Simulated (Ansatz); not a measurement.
Crystal: ScAl.

```
Sc Al
1.0
     3.37035    0.00000    0.00000
     0.00000    3.37035    0.00000
     0.00000    0.00000    3.37035
Sc Al
1 1
Direct
  0.50000 0.50000 0.50000
  0.00000 0.00000 0.00000
```

The cell comes from a database or a generator and needn't be the stable form of this composition.

```yaml
Program: Ansatz 0.2.0
Task: relaxation of cell and atoms
Functional: RPBE
Potentials_or_basis: all-electron LAPW, scalar-relativistic
Basis_error_allowed: 0.001 eV/atom
k_mesh: 8 × 8 × 8
Occupations: fermi-dirac, width 0.05 eV
Spin: no spin polarisation
```

At the start: volume 19.14 Å³/atom.

Q: How do energy, volume and symmetry change on relaxing?

A: Over 5 steps the energy falls by 5.6 meV/atom and the volume is 19.83 Å³/atom (+3.6 %); space group Pm-3m (No. 221, to 0.05 Å).

Step by step:
```csv
step,energy change (eV),largest force (eV/Å),volume (Å³)
1,0.0000,0.0000,38.28
2,-0.0065,0.0000,40.59
3,-0.0113,0.0000,39.70
4,-0.0113,0.0000,39.65
5,-0.0113,0.0000,39.65
```

Final structure:
```
Sc Al
1.0
     3.41005    0.00000    0.00000
     0.00000    3.41005    0.00000
     0.00000    0.00000    3.41005
Sc Al
1 1
Direct
  0.50000 0.50000 0.50000
  0.00000 0.00000 0.00000
```
